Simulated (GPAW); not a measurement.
Runs of GPAW 26.7.0 on HgTe. It takes space group I-4m2 (No. 119, tetragonal). Conventional cell: a = 6.091 Å, b = 6.091 Å, c = 3.119 Å, α = 90.00°, β = 90.00°, γ = 90.00°. Hg (site symmetry -4m2) has 2 Hg at 3.12 Å and 4 Te at 3.14 Å as nearest neighbours. Te (site symmetry -4m2) is surrounded by 2 Te at 3.12 Å and 4 Hg at 3.14 Å. Measurements of this composition are mostly on another form, of space group No. 216.

```tsv
task	level	potentials or basis	cell	k mesh	smearing	optimizer	fmax	max steps	gap on the mesh (eV)	pressure (GPa)	relaxed volume (Å³/atom)
relaxation of cell and atoms	r2SCAN	GPAW PAW data sets (gpaw-data 1.2.1), pw	relaxed	7 × 7 × 7	fermi-dirac 0.05 eV	BFGS	0.05 eV/Å	40	none	0.2	(a)
single point	PBEsol	PAW data sets generated in the run's folder for this functional, pw	as given	10 × 10 × 10	gaussian 0.1 eV	-	-	-	none	-3.4	-
single point	PBEsol	PAW data sets generated in the run's folder for this functional, pw	as given	10 × 10 × 10	fermi-dirac 0.05 eV	-	-	-	none	-3.4	-
relaxation of cell and atoms	PBEsol	PAW data sets generated in the run's folder for this functional, pw	relaxed	7 × 7 × 7	fermi-dirac 0.05 eV	BFGS	0.02 eV/Å	60	none	0.0	26.79
relaxation of cell and atoms	PBEsol+D3(BJ)+ATM	PAW data sets generated in the run's folder for this functional, pw	relaxed	7 × 7 × 7	fermi-dirac 0.05 eV	BFGS	0.02 eV/Å	60	none	0.0	25.69
```

Alike in all rows: no spin polarisation; cutoff (eV) 600.

Problem. Fill in the values left out.

Solution. (a) 28.22.

Caveats: later steps reuse the first step's grids (some runs); the PAW data sets were made with another functional, which shifts forces and pressure a little (some runs); pairwise dispersion overbinds metals, which lowers pressure and volume (some runs).

A k mesh can miss the band edges, and the runs leave out spin-orbit coupling on Hg, Te.

A gap of «none» marks a metal or a gap under the smearing width.

Not every run made on this cell is shown here.
